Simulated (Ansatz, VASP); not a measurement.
**Two plane-wave programs on MgI2**

INCAR

```
PREC = Accurate
ENCUT = 520
EDIFF = 1E-7
ISMEAR = 0
SIGMA = 0.05
LREAL = False
LASPH = True
NELM = 80
ALGO = Normal
ISIF = 2
LWAVE = False
LCHARG = True
GGA = PE
LELF = True
LVHAR = True
NBANDS = 15
```

KPOINTS

```
regular mesh
0
Gamma
  6 6 4
```

Contents of POSCAR:

```
MgI2
1.0
    4.1846439568      0.0000000000      0.0000000000
   -2.0923219784      3.6240079724      0.0000000000
    0.0000000000      0.0000000000      7.7698369697
Mg I
1 2
Direct
    0.0000000000      0.0000000000      0.0000000000
    0.3333333333      0.6666666667      0.7705052557
    0.6666666667      0.3333333333      0.2294947443
```

Input for Ansatz:

```yaml
crystal:
  lattice:
    - [4.1846439568, 0.0, 0.0]
    - [-2.0923219784, 3.6240079724, 0.0]
    - [0.0, 0.0, 7.7698369697]
  atoms:
    - { symbol: Mg, position: [0.0, 0.0, 0.0] }
    - { symbol: I, position: [0.3333333333, 0.6666666667, 0.7705052557] }
    - { symbol: I, position: [0.6666666667, 0.3333333333, 0.2294947443] }
basis:
  ecutwfc: 520.0
kpoints:
  mp_grid: { grid: [6, 6, 4] }
hamiltonian:
  xc: pbe
scf:
  occupations: { method: gaussian, width: 0.05 }
output:
  forces: true
  stress: true
  eigenvalues: true
```

Alike in both runs: task single point; functional PBE; k mesh 6 × 6 × 4; occupations gaussian, width 0.05 eV; no spin polarisation.

```csv
,VASP,Ansatz
version,VASP 6.6.1,Ansatz 0.2.0
potentials or method,"VASP PAW PBE potentials, release 64 (Mg, I)","scalar-relativistic, plane waves, PAW"
plane-wave cutoff (eV),520,520
valence electrons in the cell,16,44
```

```csv
,VASP,Ansatz,Ansatz less VASP
gap on the k mesh at the Fermi level (eV),3.34,3.36,+0.017
least direct gap on the mesh (eV),3.40,3.42,+0.014
pressure (GPa),-1.1,-1.1,+0.05
largest component of the traceless stress (GPa),1.05,1.06,+0.004
rms of the force components (eV/Å),0.220,0.216,-0.0046
```

Atom by atom the forces differ by 0.005 eV/Å (rms over components). The two sets of potentials don't hold the same shells in valence.

Caveats: spin-orbit coupling is left out, which moves the levels of the heavy elements; this functional lacks dispersion, which binds the layers, so the pressure and a relaxed spacing across them are unreliable. A k mesh can miss the band edges.
